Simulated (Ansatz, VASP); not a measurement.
## One calculation of Pd, two programs

```xyz
2
Lattice="0.0000 2.7446 2.7446 2.7446 0.0000 2.7446 2.7446 2.7446 0.0000" Properties=species:S:1:pos:R:3 pbc="T T T"
Pd   -0.6861   -0.6861   -0.6861
Pd    0.6861    0.6861    0.6861
```

Change from the starting cell: volume scaled by 0.9, LAPW.

Alike in both runs: task single point; functional PBEsol; k mesh 12 × 12 × 12; occupations fermi-dirac, width 0.05 eV; no spin polarisation.

|  | VASP | Ansatz |
| --- | --- | --- |
| version | VASP 6.6.1 | Ansatz 0.2.0 |
| potentials or method | VASP PAW PBE potentials, release 64 (Pd), cutoff 520 eV | all-electron LAPW, scalar-relativistic |

```csv
,VASP,Ansatz,Ansatz less VASP
pressure (GPa),10.9,11.8,+0.89
```

Ansatz ran all-electron here, so the differences hold the error of VASP's frozen core and of both bases.

Caveats: the PAW data sets were made with another functional, which shifts forces and pressure a little (VASP).
